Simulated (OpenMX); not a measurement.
Runs of OpenMX 3.8.5 on CaO. The structure is cubic, space group Fm-3m (No. 225). The conventional cell has a = 4.807 Å, b = 4.807 Å, c = 4.807 Å, α = 90.00°, β = 90.00°, γ = 90.00°. Ca (site symmetry m-3m) has 6 O at 2.40 Å as nearest neighbours. O (site symmetry m-3m) is surrounded by 6 Ca at 2.40 Å. The cell is a database's computed one.

```csv
task,level,potentials or basis,spin,"grid points, held for all volumes",max SCF cycles,gap on the mesh (eV),pressure (GPa)
band structure,PBE,"OpenMX 2013 PBE set, Ca9.0-s3p2d2, O6.0-s3p2d2, grid cutoff 400 Ry",off,-,100,(a),-2.4
band structure,PBE,"OpenMX 2013 PBE set, Ca9.0-s3p2d1, O6.0-s2p2d1, grid cutoff 400 Ry",off,-,100,3.14,(b)
band structure,PBE,"OpenMX 2013 PBE set, Ca9.0-s3p2, O6.0-s2p2, grid cutoff 400 Ry",off,-,100,3.27,24.9
single point,PBE+D3(BJ),"OpenMX 2013 PBE set, Ca9.0-s3p2d1, O6.0-s2p2d1, grid cutoff 400 Ry","collinear, zero start",-,100,3.14,-3.9
```

Alike in all rows: cell as given; k mesh 11 × 11 × 11; smearing fermi-dirac 0.05 eV.

Question: Fill in the values left out.

Answer: (a) 3.21; (b) -0.7.

Caveats: the basis of atomic orbitals isn't converged, which shifts pressures, moduli and gaps; so large a pressure means that the cell lies far from this level's equilibrium, or that cutoff or potentials fall short (some runs); an odd mesh through Γ misses points on the zone boundary, where band edges often lie (some runs).

Not every run made on this cell is shown here.
